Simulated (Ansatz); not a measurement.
ZnO (zincite):

```
CELL_PARAMETERS angstrom
3.24931 0.00000 0.00000
-1.62465 2.81398 0.00000
0.00000 0.00000 5.20571
ATOMIC_POSITIONS crystal
Zn 0.66667 0.33333 0.00000
Zn 0.33333 0.66667 0.50000
O 0.33333 0.66667 0.87901
O 0.66667 0.33333 0.37901
```

| Item | Value |
| --- | --- |
| Program | Ansatz 0.2.0 |
| Task | relaxation of cell and atoms |
| Functional | BLYP |
| Dispersion | D3(BJ) |
| Potentials or basis | Ansatz PAW |
| Cutoff | 420 eV (not typed: the program's choice for these potentials) |
| k mesh | 9 × 9 × 5 |
| Occupations | fermi-dirac, width 0.05 eV |
| Spin | no spin polarisation |

At the start: volume 11.90 Å³/atom.

**Question.** How do energy, volume and symmetry change on relaxing?

**Answer.** It ends after 8 steps and the volume is 12.15 Å³/atom (+2.1 %); space group P6_3mc (No. 186, to 0.05 Å).

Step by step:
```csv
step,energy change (eV),largest force (eV/Å),volume (Å³)
1,0.0000,0.0638,47.60
2,-0.0053,0.0346,48.10
3,-0.0051,0.0133,48.51
4,-0.0051,0.0048,48.52
5,-0.0051,0.0002,48.53
6,-0.0105,0.0006,48.53
7,-0.0103,0.0003,48.58
8,-0.0105,0.0003,48.58
```

Final structure:
```
CELL_PARAMETERS angstrom
3.25935 0.00000 0.00000
-1.62967 2.82268 0.00000
0.00000 0.00000 5.28091
ATOMIC_POSITIONS crystal
Zn 0.66667 0.33333 0.00059
Zn 0.33333 0.66667 0.50059
O 0.33333 0.66667 0.87842
O 0.66667 0.33333 0.37842
```

Caveat: the plane-wave basis is chosen anew once the cell has moved, so the energies of steps on either side of that aren't comparable; the pressure holds a Pulay correction of +0.9 GPa for the finite cutoff; the PAW data sets come from PBE, with cores solved anew for the run's functional, which leaves a small shift of forces and pressure.
